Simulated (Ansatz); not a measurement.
FeS2: field gradients at two levels of theory

Cell: a COD entry, its atoms then relaxed with PBE in this cell.

```cif
data_FeS2
_symmetry_space_group_name_H-M 'Pnnm'
_symmetry_Int_Tables_number 58
_cell_length_a 4.4400
_cell_length_b 5.3900
_cell_length_c 3.3700
_cell_angle_alpha 90.000
_cell_angle_beta 90.000
_cell_angle_gamma 90.000
loop_
_atom_site_label
_atom_site_type_symbol
_atom_site_symmetry_multiplicity
_atom_site_Wyckoff_symbol
_atom_site_fract_x
_atom_site_fract_y
_atom_site_fract_z
Fe Fe 2 a 0.0000 0.0000 0.0000
S S 4 g 0.2058 0.3753 0.0000
```

One atom of each set is listed.

First run. Method: Kohn–Sham DFT in Ansatz, PBE, plane waves and PAW, scalar-relativistic, collinear spin, 420 eV cutoff, Γ-centred 10×8×13 k-points, Fermi–Dirac smearing 0.05 eV. Start moments as typed (μB): 3 on each Fe, none on the rest.

```tsv
site	V_zz (10²¹ V/m²)	η
Fe	-3.03	0.78
S	13.58	0.27
```

Second run. The same atoms and settings, except that the functional is LDA.

**Question.** What does the second run give?

**Answer.** 

```json
{"site": "Fe", "V_zz": "-3.08", "η": "0.75", "change of V_zz": "-0.05"}
{"site": "S", "V_zz": "13.10", "η": "0.27", "change of V_zz": "-0.48"}
```

The largest change of V_zz is on S, from 13.58 to 13.10. In per cent, |V_zz| changes by +2 on Fe, -3 on S (all sites that start above 0.5).

The start moments die out, and the run ends without spin.
For the first run: With these PAW files V_zz is typically within 2 to 3 % of all-electron values, but misses above 10 % occur on Fe.
For the second run: At this cell the LDA pressure is -9 GPa, so with LDA the cell would shrink if it were relaxed.
